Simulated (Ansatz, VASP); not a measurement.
**One calculation of SiNi3, two programs**

INCAR

```
ALGO = Normal
EDIFF = 1E-6
ENCUT = 520
GGA = PE
ISIF = 2
ISMEAR = 0
LASPH = T
LCHARG = T
LELF = T
LREAL = F
LVHAR = T
LWAVE = F
NBANDS = 25
NELM = 60
PREC = Accurate
SIGMA = 0.1
```

Contents of KPOINTS:

```
k-points
0
Gamma
  14 14 14
```

File POSCAR:

```
SiNi3
1.0
    3.4010718587      0.0000000000      0.0000000000
    0.0000000000      3.4010718587      0.0000000000
    0.0000000000      0.0000000000      3.4010718587
Si Ni
1 3
Direct
    0.0000000000      0.0000000000      0.0000000000
    0.0000000000      0.5000000000      0.5000000000
    0.5000000000      0.0000000000      0.5000000000
    0.5000000000      0.5000000000      0.0000000000
```

Input for Ansatz:

```yaml
crystal:
  lattice:
    - [3.4010718587, 0.0, 0.0]
    - [0.0, 3.4010718587, 0.0]
    - [0.0, 0.0, 3.4010718587]
  atoms:
    - { symbol: Si, position: [0.0, 0.0, 0.0] }
    - { symbol: Ni, position: [0.0, 0.5, 0.5] }
    - { symbol: Ni, position: [0.5, 0.0, 0.5] }
    - { symbol: Ni, position: [0.5, 0.5, 0.0] }
basis:
  ecutwfc: 420
kpoints:
  mp_grid: { grid: [14, 14, 14] }
hamiltonian:
  xc: pbe
scf:
  occupations: { method: gaussian, width: 0.1 }
output:
  forces: true
  stress: true
  eigenvalues: true
```

Change from the starting cell: equal strain along all axes, cell held, atoms relaxed: -3.0 %.

Alike in both runs: task single point; functional PBE; k mesh 14 × 14 × 14; occupations gaussian, width 0.1 eV; no spin polarisation.

```csv
,VASP,Ansatz
version,VASP 6.6.1,Ansatz 0.2.0
potentials or method,"VASP PAW PBE potentials, release 64 (Si, Ni)","scalar-relativistic, plane waves, PAW"
plane-wave cutoff (eV),520,420
valence electrons in the cell,34,58
```

```tsv
	VASP	Ansatz	Ansatz less VASP
gap on the k mesh at the Fermi level (eV)	none	none	-
pressure (GPa)	24.0	24.2	+0.21
```

A gap of «none» marks a metal or a gap that the smearing closes. With one functional, cell and mesh, what is left measures potentials, basis and numerics. The two sets of potentials don't hold the same shells in valence.

Caveats: so large a pressure means that the cell lies far from this level's equilibrium, or that cutoff or potentials fall short (VASP). Spin polarisation is off, so any magnetic state and its effect on volume and gap are missing.
